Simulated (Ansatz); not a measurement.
A series in volume per atom on Al₂O₃

Density functional stress and forces at fixed atoms, pressure and stress positive in compression, spin-unpolarised plane waves. The results are calculated, by Ansatz 0.2.0.

Cell of the first row (space group R-3c, No. 167):
```
Al2O3
1.0
      2.3080     1.3325     4.2016
     -2.3080     1.3325     4.2016
      0.0000    -2.6650     4.2016
Al O
4 6
Direct
  0.85157 0.85157 0.85157
  0.35157 0.35157 0.35157
  0.14843 0.14843 0.14843
  0.64843 0.64843 0.64843
  0.44258 0.05742 0.75000
  0.05742 0.75000 0.44258
  0.55742 0.94258 0.25000
  0.25000 0.55742 0.94258
  0.94258 0.25000 0.55742
  0.75000 0.44258 0.05742
```

Settings of every row: periodic directions 3; functional PBE; spin orbit no; potentials PAW; wave cutoff 420 eV; k mesh 6x6x6; smearing width 0.02 eV.

```
row  volume per atom (Å³)  pressure (GPa)
  1                 7.753            35.9
  2                 7.995           25.28
  3                 8.243           15.87
  4                 8.495            7.56
  5                 8.752               ?
  6                 9.015            -6.2
  7                 9.283          -11.84
```

Question: what pressure should row 5 give?

Worked fit of pressure. Take u = (V_r/V)^(2/3) − 1 with V_r = 8.369 Å³ an atom, which is twice the finite (Eulerian) strain; such expansions in the strain, on which the Birch-Murnaghan equation of state is built, carry the rest volume and the bulk modulus. The shown rows have u = 0.05229, 0.03095, 0.01016, -0.00991, -0.04836, -0.06677. Least squares give pressure = 11.561 + 412.97 × u + 973.3 × u² + 563 × u³ GPa; a parabola predicts inner rows, each left out in turn, worse (root mean square 0.036 against 0.017 GPa). The rows lie off it by 0.00, -0.01, 0.01, 0.00, 0.00, 0.00. The pressure vanishes at u = -0.0301, or V = 8.761 Å³ an atom, and there the bulk modulus with atoms relaxed is B = −V dP/dV = (2/3)(1 + u) dP/du = 230 GPa. The withheld row has u = -0.02939, so the fit gives 11.561 + 412.97 × (-0.02939) + 973.3 × (-0.02939)² + 563 × (-0.02939)³ = 0.25 GPa.

The calculation gave 0.23 GPa. The fit lies 0.02 GPa (8.7 % of the value, 0.042 % of the column's range) above it; its largest miss of a shown row is 0.01 GPa.
